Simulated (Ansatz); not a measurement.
# Sc2Al: the cost of one run

Program: Ansatz 0.2.0. Level of theory: DFT PBE, scalar-relativistic, plane waves, PAW. These are calculated values, not measurements.

1 further run of the same task is left out (it didn't finish).

### Step 1. The system as given

Symmetry: P6/mmm, No. 191, hexagonal system. The conventional cell has a = 4.586 Å, b = 4.586 Å, c = 6.384 Å, α = 90.00°, β = 90.00°, γ = 120.00°. Sc (site symmetry mmm) has 4 Sc at 2.29 Å and 4 Al at 2.55 Å as nearest neighbours. Around Sc (site symmetry 6/mmm) lie 2 Al at 2.09 Å. Al (site symmetry 6mm) is surrounded by 1 Sc at 2.09 Å and 1 Al at 2.21 Å.

Structure file:

```cif
data_structure
_symmetry_space_group_name_H-M 'P 1'
_symmetry_Int_Tables_number 1
_cell_length_a 4.5861
_cell_length_b 4.5861
_cell_length_c 6.3840
_cell_angle_alpha 90.000
_cell_angle_beta 90.000
_cell_angle_gamma 120.000
_cell_volume 116.28
loop_
_atom_site_label
_atom_site_type_symbol
_atom_site_fract_x
_atom_site_fract_y
_atom_site_fract_z
_atom_site_occupancy
Sc1 Sc 0.50000 0.00000 0.50000 1
Sc2 Sc 0.00000 0.50000 0.50000 1
Sc3 Sc 0.50000 0.50000 0.50000 1
Sc4 Sc 0.00000 0.00000 0.00000 1
Al1 Al 0.00000 0.00000 0.67301 1
Al2 Al 0.00000 0.00000 0.32699 1
```

The cell is invented: random cell by space group and Wyckoff sites (P6/mmm, No. 191). Its size is a rough estimate.

### Step 2. The guess as it stands, on a coarse mesh

File input.yaml:

```yaml
crystal:
  lattice:
    - [4.58609241, 0.0, 0.0]
    - [-2.2930462, 3.97167253, 0.0]
    - [0.0, 0.0, 6.38400621]
  atoms:
    - { symbol: Sc, position: [0.5, 0.0, 0.5] }
    - { symbol: Sc, position: [0.0, 0.5, 0.5] }
    - { symbol: Sc, position: [0.5, 0.5, 0.5] }
    - { symbol: Sc, position: [0.0, 0.0, 0.0] }
    - { symbol: Al, position: [0.0, 0.0, 0.67300991] }
    - { symbol: Al, position: [0.0, 0.0, 0.32699009] }
basis:
  ecutwfc: 420
kpoints:
  mp_grid: { grid: [6, 6, 4] }
hamiltonian:
  xc: pbe
scf:
  occupations: { method: gaussian, width: 0.1 }
  lower_state_search: "off"
output:
  forces: true
  stress: true
  eigenvalues: true
```

Command:

```sh
ansatz run input.yaml --threads 1 --pin off --max-ram 2560MiB --backend cpu --events-out ev --progress --plain --runs-dir out
```

What time and memory should one allow on 1 thread of Intel Xeon Platinum 8488C (Sapphire Rapids), shared host?

About 4 s, with a peak of 0.44 GiB.
